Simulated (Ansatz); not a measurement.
This run works on a generated trial structure, not on a known crystal.

Input and command of a plane-wave DFT calculation in Ansatz:

```yaml
crystal:
  lattice:
    - [3.5747130727, 0.0, 0.0]
    - [0.0, 3.5747130727, 0.0]
    - [0.0, 0.0, 4.3351783027]
  atoms:
    - { symbol: C, position: [0.7848232078, 0.5, 0.1815813814] }
    - { symbol: C, position: [0.5, 0.7848232078, 0.6815813814] }
    - { symbol: C, position: [0.5, 0.2151767922, 0.6815813814] }
    - { symbol: C, position: [0.7848232078, 0.5, 0.8184186186] }
    - { symbol: C, position: [0.2151767922, 0.5, 0.8184186186] }
    - { symbol: C, position: [0.2151767922, 0.5, 0.1815813814] }
    - { symbol: C, position: [0.5, 0.7848232078, 0.3184186186] }
    - { symbol: C, position: [0.5, 0.2151767922, 0.3184186186] }
basis:
  ecutwfc: 420
kpoints:
  mp_grid: { grid: [8, 8, 6] }
hamiltonian:
  xc: pbe
scf:
  occupations: { method: gaussian, width: 0.02 }
output:
  forces: true
  stress: true
  eigenvalues: true
  write_density: true
  write_potential: true
  elf: true
  volumetric_format: npy
relax:
  adjacent_minimum: "off"
  f_tol: 0.01
  max_steps: 80
  cell: { stress_tol: 0.05 }
```

```bash
ansatz run input.yaml --threads 1 --pin off --max-ram 2560MiB --backend cpu --events-out ev --progress --plain --runs-dir out
```

Processor: Intel(R) Xeon(R) Processor @ 2.50GHz (Skylake/Cascade Lake), 1 thread, on a host shared with other jobs.

**Question.** Estimate time, memory and problem size.

**Answer.** About 75 s, peak memory 0.37 GiB. It solves 24 bands at 60 k points (after reduction by symmetry) with about 1075 plane waves (on the last cell), in 21 SCF iterations over 5 ionic steps.
